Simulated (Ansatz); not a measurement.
## Cd in Ansatz: convergence with xc grid

Cd:

```xyz
2
Lattice="2.9789 0.0000 0.0000 -1.4894 2.5798 0.0000 0.0000 0.0000 5.6177" Properties=species:S:1:pos:R:3 pbc="T T T"
Cd    1.4894    0.8599    4.2132
Cd    0.0000    1.7199    1.4044
```

- Program: Ansatz 0.2.0
- Task: convergence study
- Functional: PBE
- Potentials or basis: Ansatz PAW
- Cutoff: 420 eV (not typed: the program's choice for these potentials)
- k mesh: 9 × 9 × 4
- Occupations: fermi-dirac, width 0.05 eV
- Spin: no spin polarisation

These are the settings of the first run; the series varies xc grid, with any setting tied to it.

Hardware: 2 threads of Intel(R) Xeon(R) Processor @ 2.50GHz (Skylake/Cascade Lake), with other jobs on the host.

| xc grid | energy less the tightest run, at zero smearing (meV/atom) | SCF cycles | CPU time (s) | peak memory (GiB) |
| --- | --- | --- | --- | --- |
| 1 | 0.00 | 6 | 2.8 | 0.32 |
| 2 | 0.00 | 6 | 2.9 | 0.32 |
| 3 | 0.00 | 6 | 2.9 | 0.34 |
| 4 | 0.00 | 6 | 3.4 | 0.36 |
| 5 | 0.00 | 6 | 3.6 | 0.4 |

Against the tightest run, the energy stays within 1 meV/atom from 1 on. The tightest run that finished is the yardstick and may itself not be fully converged.
